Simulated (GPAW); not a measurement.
CsPbCl3:

```
Pb Cs Cl
1.0
     5.60500    0.00000    0.00000
     0.00000    5.60500    0.00000
     0.00000    0.00000    5.60500
Pb Cs Cl
1 1 3
Direct
  0.50000 0.50000 0.50000
  0.00000 0.00000 0.00000
  0.50000 0.00000 0.50000
  0.00000 0.50000 0.50000
  0.50000 0.50000 0.00000
```

| Quantity | Value |
| --- | --- |
| Program | GPAW 26.7.0 |
| Task | single point |
| Functional | PBEsol |
| Potentials or basis | PAW data sets generated in the run's folder for this functional |
| Cutoff | 600 eV |
| Basis | pw |
| k mesh | 5 × 5 × 5 |
| Occupations | fermi-dirac, width 0.05 eV |
| Spin | no spin polarisation |

On this cell: pressure 0.0 GPa; largest force zero by symmetry; band gap on the k mesh 2.81 eV, direct.

The same run follows on a disturbed copy (atoms moved at random, drawn with an rms of 0.05 Å):

```
CELL_PARAMETERS angstrom
5.60500 0.00000 0.00000
0.00000 5.60500 0.00000
0.00000 0.00000 5.60500
ATOMIC_POSITIONS crystal
Pb 0.49379 0.49867 0.50007
Cs 0.99308 0.00081 0.00093
Cl 0.49719 0.00322 0.50560
Cl 0.99688 0.50060 0.50076
Cl 0.50141 0.50333 0.00266
```

**Question.** What does the disturbed cell give?

**Answer.** The energy moves by +0.3 meV/atom; pressure 0.0 GPa; largest force 0.082 eV/Å; band gap on the k mesh 2.78 eV, direct.

Forces on the atoms (eV/Å):
```
Pb   0.045  0.058  0.036
Cs  -0.007 -0.003 -0.004
Cl  -0.003 -0.050 -0.004
Cl  -0.031 -0.002 -0.001
Cl  -0.005 -0.003 -0.027
```

Caveats: spin-orbit coupling is left out, which as a rule narrows the gap of such compounds by several tenths of an eV; an odd mesh through Γ misses points on the zone boundary, where band edges often lie.
